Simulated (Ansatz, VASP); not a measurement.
## One calculation of BeS, two programs

```
Be S
1.0
     0.00000    2.43806    2.43806
     2.43806    0.00000    2.43806
     2.43806    2.43806    0.00000
Be S
1 1
Cartesian
  0.0000 0.0000 0.0000
  3.6571 3.6571 3.6571
```

Alike in both runs: functional PBE; k mesh 8 × 8 × 8; occupations gaussian, width 0.02 eV; no spin polarisation.

Ansatz relaxed the structure, and its values are those at the end. VASP's run is a single point on that final structure, the one shown.

```csv
,VASP,Ansatz
version,VASP 6.6.1,Ansatz 0.2.0
potentials or method,"VASP PAW PBE potentials, release 64 (Be, S)","scalar-relativistic, plane waves, PAW"
plane-wave cutoff (eV),520,420
valence electrons in the cell,8,8
```

```tsv
	VASP	Ansatz	Ansatz less VASP
gap on the k mesh at the Fermi level (eV)	3.15	3.15	-0.001
least direct gap on the mesh (eV)	5.68	5.66	-0.018
pressure (GPa)	0.0	0.0	-0.01
```

With one functional, cell and mesh, what is left measures potentials, basis and numerics.

A k mesh can miss the band edges.
